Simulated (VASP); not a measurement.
Runs of VASP 6.6.1 on CuAu. Symmetry: P4/mmm, No. 123, tetragonal system. The conventional cell has a = 2.811 Å, b = 2.811 Å, c = 3.685 Å, α = 90.00°, β = 90.00°, γ = 90.00°. Au (site symmetry 4/mmm) has 8 Cu at 2.71 Å and 4 Au at 2.81 Å as nearest neighbours. Around Cu (site symmetry 4/mmm) lie 8 Au at 2.71 Å and 4 Cu at 2.81 Å. 

```csv
task,level,potentials or basis,cell,k mesh,cutoff (eV),smearing,ladder,grid for exact exchange (PRECFOCK),exchange at q = 0,by perturbation theory,mesh quality,gap on the mesh (eV),pressure (GPa),V0 of scaled cells (Å³/atom),B0 (GPa)
equation of state,PBEsol,"VASP PAW PBE potentials, release 64 (Au, Cu)",as given,9 × 9 × 7,520,fermi-dirac 0.05 eV,free,-,-,-,not flagged,-,-,14.22,(c)
single point,r2SCANh,"VASP PAW PBE potentials, release 64 (Au, Cu)",as given,5 × 5 × 4,520,fermi-dirac 0.02 eV,-,Fast,truncated,-,coarse,none,(b),-,-
electron localisation function,vdW-DF-cx,"VASP PAW PBE potentials, release 54 (Au, Cu)",as given,9 × 9 × 7,520,methfessel-paxton 0.2 eV,-,-,-,-,not flagged,none,-2.1,-,-
single point,RPBE,"VASP PAW PBE potentials, release 64 (Au, Cu_pv)",as given,9 × 9 × 7,520,gaussian 0.05 eV,-,-,-,-,not flagged,none,7.7,-,-
single point,PBE,"VASP PAW PBE potentials, release 64 (Au, Cu)",as given,9 × 9 × 7,520,fermi-dirac 0.05 eV,-,-,-,-,not flagged,none,(a),-,-
equation of state,PBE,"VASP PAW PBE potentials, release 64 (Au, Cu)",as given,9 × 9 × 7,520,fermi-dirac 0.05 eV,-,-,-,-,not flagged,-,-,(d),141
single point,PBE,"VASP PAW PBE potentials, release 64 (Au_GW, Cu_GW)",as given,9 × 9 × 7,550,gaussian 0.02 eV,-,-,-,-,not flagged,none,3.6,-,-
single point,PBEsol,"VASP PAW PBE potentials, release 64 (Au, Cu)",as given,9 × 9 × 7,520,fermi-dirac 0.05 eV,free,-,-,-,not flagged,none,-3.9,-,-
band structure,RPBE+D3,"VASP PAW PBE potentials, release 64 (Au, Cu)",as given,9 × 9 × 7,520,methfessel-paxton 0.1 eV,-,-,-,-,not flagged,-,6.0,-,-
relaxation of cell and atoms,r2SCAN,"VASP PAW PBE potentials, release 64 (Au, Cu)",relaxed,8 × 8 × 6,600,fermi-dirac 0.05 eV,gaps,-,-,-,not flagged,none,0.0,-,-
```

Alike in all rows: no spin polarisation.

Task: Estimate the missing entries.

Result: (a) 4.5; (b) -0.6; (c) 173; (d) 15.00.

Caveats: some runs use coarse meshes; the PAW data sets were made with another functional, which shifts forces and pressure a little (some runs); the cell was scaled at fixed shape and fractional positions, which overstates the stiffness of a crystal with free parameters, most of all of layers and chains (some runs); pairwise dispersion overbinds metals, which lowers pressure and volume (some runs).

A k mesh can miss the band edges, and the runs leave out spin-orbit coupling on Au.

A gap of «none» marks a metal or a gap under the smearing width.

Not every run made on this cell is shown here.
